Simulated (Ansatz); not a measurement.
## ScAl3 under changes of volume

One of the cells (17.920 Å³/atom); the others are scaled copies at fixed shape and fractional positions:

```
Sc Al
1.0
    -2.01280    2.01280    4.42320
     2.01280   -2.01280    4.42320
     2.01280    2.01280   -4.42320
Sc Al
1 3
Direct
  0.00000 0.00000 0.00000
  0.50000 0.50000 0.00000
  0.25000 0.75000 0.50000
  0.75000 0.25000 0.50000
```

The cell comes from a database or a generator and needn't be the stable form of this composition.

* Program: Ansatz 0.2.0
* Functional: PBE
* Potentials or basis: Ansatz PAW
* Cutoff: 420 eV (not typed: the program's choice for these potentials)
* k mesh: 9 × 9 × 9
* Occupations: fermi-dirac, width 0.05 eV
* Spin: no spin polarisation

```csv
volume (Å³/atom),energy over the lowest point (meV/atom),pressure (GPa)
16.845,15.52,5.3
17.203,6.04,3.2
17.561,1.01,1.3
17.920,0.00,-0.4
18.278,2.62,-1.9
18.637,?,?
18.995,17.38,-4.6
```

**Question.** What does the run at 18.637 Å³/atom give?

**Answer.** Energy over the lowest point 8.52 meV/atom; pressure -3.3 GPa.

Worked out: A Birch-Murnaghan fit of order 3 (a polynomial in V^(-2/3)) to the other rows has its minimum at 17.83 Å³/atom with B0 = V·E''(V) = 83 GPa and B' = 4.1 at fixed shape and positions, which overstates the stiffness. It gives 8.53 meV/atom at 18.637 Å³/atom, against the run's 8.52, and -dE/dV = -3.3 GPa, against -3.3.

Energies are extrapolated to zero smearing.
